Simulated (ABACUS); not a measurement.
# AlN: equation of state with PBEsol

Crystal: AlN.

```
CELL_PARAMETERS angstrom
3.11300 0.00000 0.00000
-1.55650 2.69594 0.00000
0.00000 0.00000 4.98100
ATOMIC_POSITIONS crystal
Al 0.66667 0.33333 0.50000
Al 0.33333 0.66667 0.00000
N 0.66667 0.33333 0.88000
N 0.33333 0.66667 0.38000
```

| Quantity | Value |
| --- | --- |
| Program | ABACUS 3.10.1 |
| Task | equation of state |
| Functional | PBEsol |
| Potentials or basis | PseudoDojo NC SR 0.4.1 PBEsol standard |
| Cutoff | 1143 eV |
| Density cutoff | 4572 eV |
| Basis | plane waves |
| k mesh | 10 × 10 × 6 |
| Occupations | fermi-dirac, width 0.05 eV |
| Spin | no spin polarisation |
| Radial cutoff of the potentials (pseudo_rcut) | 7 bohr |
| SCF threshold on the density | 1e-08 |
| Max SCF steps | 100 |
| Eigensolver | dav |
| Mixing | broyden |
| Mixing share | 0.7 |
| Symmetry key | 1 |
| Bands | 12 |

- Equilibrium volume: 10.46 Å³/atom
- Bulk modulus at fixed shape and positions: 201 GPa
- Pressure derivative of the bulk modulus: 3.9

Energy against volume, from the lowest point:
| volume (Å³/atom) | energy (meV/atom) |
| --- | --- |
| 9.824 | 26.77 |
| 10.033 | 11.63 |
| 10.242 | 2.90 |
| 10.451 | 0.00 |
| 10.660 | 2.37 |
| 10.869 | 9.53 |
| 11.078 | 21.03 |

All runs of the series together: 120 s on 4 threads of AMD EPYC 7R43 64-Core Processor (Zen 3), with other jobs on the host.

Caveat: the cell was scaled at fixed shape and fractional positions, which overstates the stiffness of a crystal with free parameters, most of all of layers and chains.
